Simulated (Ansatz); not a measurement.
Crystal: Sb.

```
Sb
1.0
     2.15420    1.24373    3.75800
    -2.15420    1.24373    3.75800
     0.00000   -2.48746    3.75800
Sb
2
Direct
  0.76651 0.76651 0.76651
  0.23349 0.23349 0.23349
```

| Property | Result |
| --- | --- |
| Program | Ansatz 0.2.0 |
| Task | relaxation of cell and atoms |
| Functional | RPBE |
| Potentials or basis | Ansatz PAW |
| Cutoff | 420 eV (not typed: the program's choice for these potentials) |
| k mesh | 8 × 8 × 8 |
| Occupations | fermi-dirac, width 0.05 eV |
| Spin | no spin polarisation |

At the start: volume 30.21 Å³/atom.

Question: How do energy, volume and symmetry change on relaxing?

Answer: It ends after 8 steps and the volume is 33.46 Å³/atom (+10.8 %); space group R-3m (No. 166, to 0.05 Å).

Step by step:
```csv
step,energy change (eV),largest force (eV/Å),volume (Å³)
1,0.0000,0.1914,60.41
2,-0.0328,0.3609,67.99
3,-0.0575,0.0957,65.84
4,-0.0606,0.0295,65.65
5,-0.0626,0.0129,66.48
6,-0.0628,0.0060,66.75
7,-0.0628,0.0028,66.92
8,-0.0639,0.0026,66.92
```

Final structure:
```
Sb
1.0
     2.19942    1.26984    3.99368
    -2.19942    1.26984    3.99368
     0.00000   -2.53967    3.99368
Sb
2
Direct
  0.76992 0.76992 0.76992
  0.23008 0.23008 0.23008
```

Caveat: the plane-wave basis is chosen anew once the cell has moved, so the energies of steps on either side of that aren't comparable; the volume moved by +11 % from the deposited cell, more than functionals usually miss; the PAW data sets come from PBE, with cores solved anew for the run's functional, which leaves a small shift of forces and pressure.
